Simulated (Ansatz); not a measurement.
Stability checks on a candidate for SiO₂

The cell was found from a structure generator's guess, not taken from experiment.

Level of theory: Ansatz, DFT PBE+D3(BJ), scalar-relativistic, plane waves, PAW. Cutoff 420 eV, Γ-centred 10×10×4 mesh (6-atom cell), Gaussian smearing of 0.02 eV, no spin polarisation.

```yaml
crystal:
  lattice:
    - [2.32688, -1.34346, 0.00000]
    - [2.32688, 1.34346, 0.00000]
    - [-1.59419, 0.00000, 9.17718]
  atoms:
    - { symbol: Si, position: [0.41711, 0.41711, 0.24930] }
    - { symbol: Si, position: [0.58289, 0.58289, 0.75070] }
    - { symbol: O, position: [0.71629, 0.71629, 0.14959] }
    - { symbol: O, position: [0.11793, 0.11793, 0.34906] }
    - { symbol: O, position: [0.28371, 0.28371, 0.85041] }
    - { symbol: O, position: [0.88207, 0.88207, 0.65094] }
```

The zero of energy is the elements' standard structures at the same level (O₂ as a molecule); no fitted shifts are applied.

Problem. These tests were run: energy against the elements; phonons at Γ. What do they show?

Solution.

```json
{"test": "energy against the elements", "result": "−2.537 eV/atom"}
{"test": "phonons at Γ", "result": "lowest optical mode 34 cm⁻¹"}
```

It fails none of these tests. Whether a mixture of other phases lies lower isn't tested here. Phonons away from Γ weren't computed.

The run for the phonons used a 10×10×4 k mesh.
